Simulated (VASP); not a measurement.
**Pt: relaxation of cell and atoms with PBE**

The system is Pt.

```xyz
1
Lattice="0.0000 1.9835 1.9835 1.9835 0.0000 1.9835 1.9835 1.9835 0.0000" Properties=species:S:1:pos:R:3 pbc="T T T"
Pt    0.0000    0.0000    0.0000
```

```yaml
Program: VASP 6.6.1
Task: relaxation of cell and atoms
Functional: PBE
Potentials_or_basis: VASP PAW PBE potentials, release 64 (Pt)
Cutoff: 600 eV
k_mesh: 16 × 16 × 16
Occupations: methfessel-paxton, width 0.1 eV
Spin: no spin polarisation
Further_INCAR_settings: ALGO = Normal; EDIFF = 1e-07; IBRION = 2; EDIFFG = -0.005; NSW = 90; ISIF = 3
```

```
Pressure after relaxing : 0.0 GPa
Band gap on the k mesh  : none (metal or under the smearing width)
```

Final structure:
```
Pt
1.0
     0.00000    1.98349    1.98349
     1.98349    0.00000    1.98349
     1.98349    1.98349    0.00000
Pt
1
Direct
  0.00000 0.00000 0.00000
```

Levels at points of the mesh, in eV from the Fermi level:
| k point | band 2 | band 3 | band 4 | band 5 | band 6 | band 7 | band 8 | band 9 |
| --- | --- | --- | --- | --- | --- | --- | --- | --- |
| (0.00, 0.00, 0.00) | -3.56 | -3.56 | -3.56 | -1.52 | -1.52 | 14.76 | 19.53 | 19.53 |
| (0.50, 0.00, 0.00) | -3.62 | -3.62 | -0.30 | 0.05 | 0.05 | 5.61 | 14.32 | 18.77 |
| (0.50, 0.50, 0.00) | -6.24 | 0.02 | 0.48 | 0.48 | 1.88 | 8.54 | 11.32 | 11.32 |

Wall time 10 s on 2 MPI ranks on Intel(R) Xeon(R) Platinum 8488C (Sapphire Rapids), with other jobs on the host, peak memory 0.15 GiB a rank.

Caveat: the relaxation stopped at its first step, so nothing moved. Spin-orbit coupling is left out, which matters for the levels of Pt.
